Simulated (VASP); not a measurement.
# Te (R-3m) in VASP: a series of runs

One crystal, Te, is run at these levels: PBE; tasks: single point.

All numbers are computed with VASP 6.6.1; they aren't measurements. Logs are shortened: lines on timing, memory, paths and dates and some standing lists are left out, and cuts for length are marked.

### 1 The crystal as given

The structure is trigonal, space group R-3m (No. 166). The conventional cell has a = 4.612 Å, b = 4.612 Å, c = 5.073 Å, α = 90.00°, β = 90.00°, γ = 120.00°. Te (site symmetry -3m) has 6 Te at 3.15 Å as nearest neighbours.

This isn't the form of Te at room conditions, which is trigonal, of chains.

### 2 Single point, PBE

INCAR

```
SYSTEM = Te
ALGO = Fast
EDIFF = 1E-6
ENCUT = 450
GGA = PE
ISIF = 2
ISMEAR = 0
LASPH = .True.
LCHARG = .False.
LREAL = .False.
LWAVE = .False.
NBANDS = 9
NELM = 80
PREC = Accurate
SIGMA = 0.02
```

KPOINTS

```
k-points
0
Gamma
  6 6 6
  0 0 0
```

POSCAR

```
Te
1.0
    2.3059043427      1.3313144930      1.6909537039
   -2.3059043427      1.3313144930      1.6909537039
    0.0000000000     -2.6626289860      1.6909537039
Te
1
Direct
    0.5000000000      0.5000000000      0.5000000000
```

Potentials or basis: VASP PAW PBE potentials, release 64 (Te_GW).

Run with:

```sh
cat potpaw_PBE.64/Te_GW/POTCAR > POTCAR
mpirun -np 1 vasp_std > vasp.out
```

OUTCAR:

```text
SYSTEM = Te
   EDIFF = 1E-6
   ENCUT = 450
   GGA = PE
   ISIF = 2
   ISMEAR = 0
   LASPH = .True.
   LREAL = .False.
   NELM = 80
   PREC = Accurate

 ion  position               nearest neighbor table
   1  0.500  0.500  0.500-

  LATTYP: Found a trigonal (rhomboedric) cell.
 ALAT       =     3.1541904739
 COS(alpha) =    -0.0688991668

  Lattice vectors:

 A1 = (   2.3059043427,   1.3313144930,   1.6909537039)
 A2 = (  -2.3059043427,   1.3313144930,   1.6909537039)
 A3 = (   0.0000000000,  -2.6626289860,   1.6909537039)

Analysis of symmetry for initial positions (statically):
=====================================================================
 Subroutine PRICEL returns:
 Original cell was already a primitive cell.

 Routine SETGRP: Setting up the symmetry group for a
 trigonal (rhombohedral) supercell.

 Subroutine GETGRP returns: Found 12 space group operations
 (whereof 12 operations were pure point group operations)
 out of a pool of 12 trial point group operations.

The static configuration has the point symmetry D_3d.

Analysis of symmetry for dynamics (positions and initial velocities):
=====================================================================
 Subroutine PRICEL returns:
 Original cell was already a primitive cell.

 Routine SETGRP: Setting up the symmetry group for a
 trigonal (rhombohedral) supercell.

 Subroutine GETGRP returns: Found 12 space group operations
 (whereof 12 operations were pure point group operations)
 out of a pool of 12 trial point group operations.

The dynamic configuration has the point symmetry D_3d.

 Subroutine INISYM returns: Found 12 space group operations
 (whereof 12 operations are pure point group operations),
 and found     1 'primitive' translations

----------------------------------------------------------------------------------------

                                     Primitive cell

  volume of cell :      31.1462

  direct lattice vectors                    reciprocal lattice vectors
     2.305904343  1.331314493  1.690953704     0.216834667  0.125189553  0.197127415
    -2.305904343  1.331314493  1.690953704    -0.216834667  0.125189553  0.197127415
     0.000000000 -2.662628986  1.690953704     0.000000000 -0.250379107  0.197127415

  length of vectors
     3.154190474  3.154190474  3.154190474     0.318667405  0.318667405  0.318667405

  position of ions in fractional coordinates (direct lattice)
     0.500000000  0.500000000  0.500000000

  ion indices of the primitive-cell ions
   primitive index   ion index
                 1           1

----------------------------------------------------------------------------------------

 KPOINTS: k-points

Automatic generation of k-mesh.
 Grid dimensions read from file:
 generate k-points for:    6    6    6

 Generating k-lattice:

  Cartesian coordinates                     Fractional coordinates (reciprocal lattice)
     0.036139111  0.020864926  0.032854569     0.166666667  0.000000000  0.000000000
    -0.036139111  0.020864926  0.032854569     0.000000000  0.166666667  0.000000000
     0.000000000 -0.041729851  0.032854569     0.000000000  0.000000000  0.166666667

  Length of vectors
     0.053111234  0.053111234  0.053111234

  Shift w.r.t. Gamma in fractional coordinates (k-lattice)
     0.000000000  0.000000000  0.000000000

 Subroutine IBZKPT returns following result:
 ===========================================

 Found     32 irreducible k-points:

 Following reciprocal coordinates:
            Coordinates               Weight
  0.000000  0.000000  0.000000      1.000000
  0.166667 -0.000000  0.000000      6.000000
  0.333333  0.000000  0.000000      6.000000
  0.500000 -0.000000  0.000000      3.000000
  0.166667  0.166667  0.000000      6.000000
  0.333333  0.166667  0.000000     12.000000
[... 24 lines left out ...]
 -0.333333  0.500000  0.333333      6.000000
  0.500000  0.500000  0.500000      1.000000
   k-points           NKPTS =     32   k-points in BZ     NKDIM =     32   number of bands    NBANDS=      9
   number of dos      NEDOS =    301   number of ions     NIONS =      1
   total plane-waves  NPLWV =  13824
   dimension x,y,z NGX =    24 NGY =   24 NGZ =   24
   dimension x,y,z NGXF=    48 NGYF=   48 NGZF=   48
   ions per type =               1
   NGX,Y,Z   is equivalent  to a cutoff of  12.65, 12.65, 12.65 a.u.
   NGXF,Y,Z  is equivalent  to a cutoff of  25.30, 25.30, 25.30 a.u.
 SYSTEM =  Te
   PREC   = accura    normal or accurate (medium, high low for compatibility)
   ISTART =      0    job   : 0-new  1-cont  2-samecut
   ICHARG =      2    charge: 1-file 2-atom 10-const
   ISPIN  =      1    spin polarized calculation?
   LNONCOLLINEAR =      F non collinear calculations
   LSORBIT =      F    spin-orbit coupling
   LASPH  =      T    aspherical Exc in radial PAW
   ENCUT  =  450.0 eV  33.07 Ry    5.75 a.u.   5.46  5.46  5.46*2*pi/ulx,y,z
   NELM   =     80;   NELMIN=  2; NELMDL= -5     # of ELM steps
   EDIFF  = 0.1E-05   stopping-criterion for ELM
   LREAL  =      F    real-space projection
   EDIFFG = 0.1E-04   stopping-criterion for IOM
   NSW    =      0    number of steps for IOM
   IBRION =     -1    ionic relax: 0-MD 1-quasi-New 2-CG
   NFREE  =      0    steps in history (QN), initial steepest desc. (CG)
   ISIF   =      2    stress and relaxation
   ISYM   =      2    0-nonsym 1-usesym 2-fastsym
   POTIM  = 0.5000    time-step for ionic-motion
   TEBEG  =    0.0;   TEEND  =   0.0 temperature during run
   PSTRESS=    0.0 pullay stress
   NELECT =       6.0000    total number of electrons
   NUPDOWN=      -1.0000    fix difference up-down
   EMIN   =  10.00;   EMAX   =-10.00  energy-range for DOS
   EFERMI =   0.00;   METHOD = LEGACY
   ISMEAR =     0;   SIGMA  =   0.02  broadening in eV -4-tet -1-fermi 0-gaus
   EFERMI_NEDOS =   21; number of points for ismear=-14 and -15
   IALGO  =     68    algorithm
   IMIX   =      4    mixing-type and parameters
     AMIX     =   0.40;   BMIX     =  1.00
     AMIX_MAG =   1.60;   BMIX_MAG =  1.00
  volume/ion in A,a.u.               =      31.15       210.18
  Fermi-wavevector in a.u.,A,eV,Ry     =   0.945490  1.786717 12.162947  0.893951
  Thomas-Fermi vector in A             =   2.073397
   LORBIT       =      0    0 simple, 1 ext, 2 COOP (PROOUT), +10 PAW based schemes
   GGA     = PE    functional components
   LHFCALC =     F    Hartree Fock is set to
   AEXX    =    0.0000 exact exchange contribution
   IVDW    =     0    specifies the selected vdW correction
   LEPSILON=     F    determine dielectric tensor
   LRPA    =     F    only Hartree local field effects (RPA)
 non-spin polarized calculation
 RMM-DIIS sequential band-by-band and
 Gauss-broadening in eV      SIGMA  =   0.02
  energy-cutoff  :      450.00
  volume of cell :       31.15
 maximum number of plane-waves:       689
 NGX is ok and might be reduce to    24
   NGX = 11   NGY = 11   NGZ = 11

 number of electron       5.9999999 magnetization

 Free energy of the ion-electron system (eV)
  ---------------------------------------------------
  ext. energy  EPLUGINS =         0.00000000
  ---------------------------------------------------
  free energy    TOTEN  =        -2.97664347 eV

  energy without entropy =       -2.97664284  energy(sigma->0) =       -2.97664316

 E-fermi :   7.0427     XC(G=0):  -9.5129

 val. band max:        6.9902198959   @ k =  -0.3333   0.1667   0.1667
 cond. band min:       7.0952590015   @ k =  -0.3333   0.1667   0.1667
 fundamental gap:      0.1050391056
 Fermi energy:         7.0427394341

 k-point     1 :       0.0000    0.0000    0.0000
  band No.  band energies     occupation
      1      -6.9005      2.00000
      2       8.0245      0.00000
      3       8.5164      0.00000
      4       8.5164      0.00000
      5      13.2512      0.00000
      6      13.2512      0.00000
      7      13.7963      0.00000
      8      23.8883      0.00000
      9      23.9861      0.00000

 k-point     2 :       0.1667   -0.0000    0.0000
  band No.  band energies     occupation
      1      -6.5589      2.00000
      2       5.5769      2.00000
      3       8.4755      0.00000
      4       8.7955      0.00000
      5      13.5825      0.00000
      6      13.9864      0.00000
      7      16.8871      0.00000
      8      21.0803      0.00000
      9      21.1684      0.00000

 k-point     3 :       0.3333    0.0000    0.0000
  band No.  band energies     occupation
      1      -5.6733      2.00000
      2       2.2665      2.00000
      3       9.1212      0.00000
      4       9.4572      0.00000
      5      14.4260      0.00000
      6      15.1111      0.00000
      7      18.0638      0.00000
      8      18.7431      0.00000
      9      20.7515      0.00000

 k-point     4 :       0.5000   -0.0000    0.0000
  band No.  band energies     occupation
      1      -5.0283      2.00000
      2       0.7639      2.00000
      3       9.5240      0.00000
      4       9.8694      0.00000
      5      14.9562      0.00000
      6      16.2338      0.00000
      7      17.0828      0.00000
      8      18.5964      0.00000
      9      18.6023      0.00000
[... 301 lines left out ...]
 k-point    30 :       0.5000    0.5000    0.3333
  band No.  band energies     occupation
      1      -1.8722      2.00000
      2       3.1524      2.00000
      3       3.7845      2.00000
      4       5.5196      2.00000
      5      10.4722      0.00000
      6      12.3025      0.00000
      7      13.1109      0.00000
      8      16.2881      0.00000
      9      26.3097      0.00000

 k-point    31 :      -0.3333    0.5000    0.3333
  band No.  band energies     occupation
      1      -2.6162      2.00000
      2       2.8797      2.00000
      3       5.1010      2.00000
      4       5.2187      2.00000
      5      11.6051      0.00000
      6      12.5016      0.00000
      7      13.8120      0.00000
      8      17.0126      0.00000
      9      24.5359      0.00000

 k-point    32 :       0.5000    0.5000    0.5000
  band No.  band energies     occupation
      1      -1.1608      2.00000
      2       3.6428      2.00000
      3       3.6428      2.00000
      4       4.5847      2.00000
      5      11.0235      0.00000
      6      11.0235      0.00000
      7      12.5053      0.00000
      8      14.2677      0.00000
      9      29.4968      0.00000

------------------------ aborting loop because EDIFF is reached ----------------------------------------

  FORCE on cell =-STRESS in cart. coord.  units (eV):
  Direction    XX          YY          ZZ          XY          YZ          ZX
  --------------------------------------------------------------------------------------
  -------------------------------------------------------------------------------------
  Total        0.2346523      0.2346523      0.5489769     -0.0000000      0.0000000      0.0000000
  in kB       12.0706475     12.0706475     28.2396753     -0.0000000      0.0000000      0.0000000
  external PRESSURE =      17.4603235 kB  Pullay stress =       0.0000000 kB

 VOLUME and BASIS-vectors are now :
 -----------------------------------------------------------------------------
  energy-cutoff  :      450.00
  volume of cell :       31.15
      direct lattice vectors                 reciprocal lattice vectors
     2.305904343  1.331314493  1.690953704     0.216834667  0.125189553  0.197127415
    -2.305904343  1.331314493  1.690953704    -0.216834667  0.125189553  0.197127415
     0.000000000 -2.662628986  1.690953704     0.000000000 -0.250379107  0.197127415

 POSITION                                       TOTAL-FORCE (eV/Angst)
 -----------------------------------------------------------------------------------
      0.00000      0.00000      2.53643         0.000000     -0.000000      0.000000
 -----------------------------------------------------------------------------------
    total drift:                                0.000000      0.000000     -0.000000

  FREE ENERGIE OF THE ION-ELECTRON SYSTEM (eV)
  ---------------------------------------------------
  free  energy   TOTEN  =        -2.9766434733 eV

  energy  without entropy=       -2.9766428389  energy(sigma->0) =       -2.97664316
```

Wall time 4.9 s (1 thread of Intel Xeon Platinum 8488C (Sapphire Rapids), shared host); peak memory 0.13 GiB.

What came out:

| Property | Result |
| --- | --- |
| Free energy | -2.9766 eV |
| Pressure | 1.7 GPa |
| Band gap on the k mesh | none (metal or under the smearing width) |

(Continued in part 2 of 2.)
